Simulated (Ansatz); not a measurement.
**Loss of C2H2: C7H10 → C5H8 + C2H2**

Species: C7H10 (bicyclo[2.2.1]hept-2-ene) `C1=CC2CCC1C2`, singlet; C5H8 (1,4-pentadiene) `C=CCC=C`, singlet; C2H2 (acetylene) `C#C`, singlet. 

Shapes, held fixed at every level: PBE0-D4/def2-TZVP. Flexible molecules stand in one conformer, not always the lowest. Programs: Ansatz 0.2.0. Electronic energies: no zero-point or thermal term.

(1) Estimate ΔE of this reaction.

Answers

(1) The highest level, CCSD(T)/CBS estimate, gives ΔE = +276.3 kJ/mol; the levels span +238.5 to +306.1. The column of differences is taken from that level and isn't an error. No measured value is set beside it here. The CBS estimate extrapolates MP2 from def2-TZVPP and def2-QZVPP and adds CCSD(T) − MP2 in the triple-zeta set, cores frozen.

```json
{"level": "HF/def2-SVP", "kind": "Hartree–Fock", "ΔE (kJ/mol)": "+238.5", "less CCSD(T)/CBS estimate": "-37.8"}
{"level": "PBE-D4/def2-TZVPP", "kind": "GGA", "ΔE (kJ/mol)": "+297.8", "less CCSD(T)/CBS estimate": "+21.5"}
{"level": "B3LYP-D4/def2-TZVPP", "kind": "global hybrid", "ΔE (kJ/mol)": "+247.8", "less CCSD(T)/CBS estimate": "-28.5"}
{"level": "MP2/def2-TZVPP", "kind": "perturbation theory", "ΔE (kJ/mol)": "+306.1", "less CCSD(T)/CBS estimate": "+29.8"}
{"level": "CCSD/def2-SVP", "kind": "coupled cluster or CI", "ΔE (kJ/mol)": "+292.0", "less CCSD(T)/CBS estimate": "+15.7"}
{"level": "CCSD(T)/def2-TZVPP", "kind": "coupled cluster or CI", "ΔE (kJ/mol)": "+278.5", "less CCSD(T)/CBS estimate": "+2.2"}
{"level": "CCSD/def2-TZVPP", "kind": "coupled cluster or CI", "ΔE (kJ/mol)": "+273.8", "less CCSD(T)/CBS estimate": "-2.5"}
{"level": "CCSD(T)/CBS estimate", "kind": "coupled cluster or CI", "ΔE (kJ/mol)": "+276.3", "less CCSD(T)/CBS estimate": "0.0"}
```
